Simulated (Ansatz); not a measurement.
# AgCl (Fm-3m), clamped-ion strain scan

Method: DFT PBEsol, scalar-relativistic, plane waves, PAW (Ansatz 0.2.0). Settings: plane waves to 420 eV, k-mesh 8×8×8 (Γ-centred), Gaussian smearing 0.05 eV. No spin polarisation. Energies are free energies at this smearing, counted from the undisturbed cell; pressure is positive in compression.

The undisturbed cell (as given, not relaxed at this level; it stands at -2.6 GPa):

```
CELL_PARAMETERS angstrom
0.00000 2.77315 2.77315
2.77315 0.00000 2.77315
2.77315 2.77315 0.00000
ATOMIC_POSITIONS crystal
Ag 0.50000 0.50000 0.50000
Cl 0.00000 0.00000 0.00000
```

The cell is strained by ε times the Voigt pattern (0, 0, 0, 0, 1, 0) (xx, yy, zz, yz, xz, xy; engineering shear) with fractional coordinates fixed.

```
      ε  ΔE (meV/atom) stress summed along the pattern (GPa, tension positive) pressure (GPa) gap on the mesh (eV)
-0.0600            1.3                                                    -0.40            -2.7                  0.68
-0.0300            0.3                                                    -0.20            -2.6                  0.70
 0.0000            0.0                                                     0.00            -2.6                  0.73
 0.0075            0.0                                                     0.05            -2.6                  0.73
 0.0150            0.1                                                     0.10            -2.6                  0.72
 0.0225            0.2                                                     0.15            -2.6                  0.71
 0.0375            0.5                                                     0.25            -2.7                  0.70
 0.0450              ?                                                        ?            -2.7                  0.69
 0.0525            1.0                                                        ?            -2.7                     ?
```

By symmetry 0.0600 repeats -0.0600, -0.0450 repeats 0.0450, 0.0300 repeats -0.0300, -0.0150 repeats 0.0150 in energy; the slope of the energy along the path changes sign there.

Give the withheld values.

ΔE (meV/atom) at ε = 0.0450: 0.7; stress summed along the pattern (GPa, tension positive) at ε = 0.0450: 0.30; stress summed along the pattern (GPa, tension positive) at ε = 0.0525: 0.35; gap on the mesh (eV) at ε = 0.0525: 0.68.